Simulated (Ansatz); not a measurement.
**Nb in Ansatz: the effect of functional**

The system is Nb.

```
Nb
1.0
    -1.65278    1.65278    1.65278
     1.65278   -1.65278    1.65278
     1.65278    1.65278   -1.65278
Nb
1
Direct
  0.00000 0.00000 0.00000
```

The cell isn't the ideal one: volume scaled by 0.98.

Alike in all runs:

| Quantity | Value |
| --- | --- |
| Program | Ansatz 0.2.0 |
| Task | single point |
| Potentials or basis | Ansatz PAW |
| k mesh | 11 × 11 × 11 |
| Occupations | fermi-dirac, width 0.05 eV |
| Spin | no spin polarisation |

| functional | cutoff | pressure (GPa) |
| --- | --- | --- |
| LDA | 420 eV (not typed: the program's choice for these potentials) | -8.5 |
| r2SCAN | 500 eV (not typed: the program's choice for these potentials) | 0.3 |
| PBE | 420 eV (not typed: the program's choice for these potentials) | ? |

Problem. What does the run with functional PBE give?

Solution. Pressure 1.5 GPa.

Caveats: the PAW data sets come from PBE, with cores solved anew for the run's functional, which leaves a small shift of forces and pressure (some runs).
